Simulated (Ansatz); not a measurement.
Method: DFT PBE+D3(BJ), scalar-relativistic, plane waves, PAW (Ansatz 0.2.0). Settings: cutoff 420 eV, Γ-centred meshes spaced at most about 0.3 Å⁻¹ (2π included), Gaussian smearing. No spin polarisation.

All energies are static (0 K, no zero-point motion).

Compare these two cells of NaCl, each relaxed at this level.

A.

```
CELL_PARAMETERS angstrom
4.57956 0.00000 0.00000
0.00000 5.57722 0.00000
-2.09341 0.00000 4.14229
ATOMIC_POSITIONS crystal
Na 0.33030 0.75000 0.17273
Na 0.66970 0.25000 0.82727
Cl 0.67134 0.75000 0.82411
Cl 0.32866 0.25000 0.17589
```

B.

```
CELL_PARAMETERS angstrom
0.00000 2.79067 2.79067
2.79067 0.00000 2.79067
2.79067 2.79067 0.00000
ATOMIC_POSITIONS crystal
Na 0.00000 0.00000 0.00000
Cl 0.50000 0.50000 0.50000
```

Question: Which would you expect to be lower, and how large is the difference?

Answer: B is lower, by 76 meV/atom. A has space group P2_1/m (No. 11), 26.4 Å³/atom and a gap of 4.86 eV on its mesh; B has the rock salt type, space group Fm-3m (No. 225), 21.7 Å³/atom and a gap of 5.23 eV. Counting Cl atoms around Na (those within 1.25 times the shortest such distance or 1.15 times the sum of covalent radii), A has Na 5 and B has Na 6. The denser one is the lower, and pressure would at first widen the difference. In A, around Na lie 5 Cl at 2.71–2.79 Å; around Cl lie 5 Na at 2.71–2.79 Å. In B, Na has 6 Cl at 2.79 Å; around Cl lie 6 Na at 2.79 Å. Origin: A, invented, then shaken at random and relaxed again; B, reached from a Materials Project cell. Checks on A: no imaginary mode on a 2×1×2 q mesh.

Kohn–Sham gaps at this level usually fall short of measured ones.
